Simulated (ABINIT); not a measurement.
Here is an ABINIT 10.8.3 (patched build) calculation.

run.abi

```
# Pseudopotentials
pp_dirpath "./"
pseudos "Mo.upf, Si.upf"

# Structure
acell 3*1.0 Angstrom
rprim
    -1.6000000000     1.6000000000     3.9305000000
     1.6000000000    -1.6000000000     3.9305000000
     1.6000000000     1.6000000000    -3.9305000000
ntypat 2
znucl 42 14
natom 3
typat 1 2 2
xred
     0.0000000000     0.0000000000     0.0000000000
     0.6670000000     0.6670000000     0.0000000000
     0.3330000000     0.3330000000     0.0000000000

# Plane-wave basis
ecut 36.0

# k points
kptopt 1
ngkpt 9 9 9
nshiftk 1
shiftk 0.0 0.0 0.0

# Exchange and correlation
ixc 11

# Bands and occupations
nband 15
occopt 3
tsmear 0.05 eV

# SCF cycle
nstep 100
tolvrs 1.0e-10

# Output
iomode 3
prtwf 0
prtden 0
prteig 0
prtebands 0
enunit 2
```

Potentials or basis: PseudoDojo NC SR PBE v0.4 stringent.

Command:

```sh
$ mpirun --bind-to none -np 4 abinit run.abi > log 2>&1
```

Estimate the pressure.

2.1 GPa.

What does it give for the largest force?

0.303 eV/Å.

What does it give for the band gap on the k mesh?

None (metal or under the smearing width).

Stress tensor (GPa, compression positive):
```
2.62 0.00 0.00
0.00 2.62 0.00
0.00 0.00 1.14
```
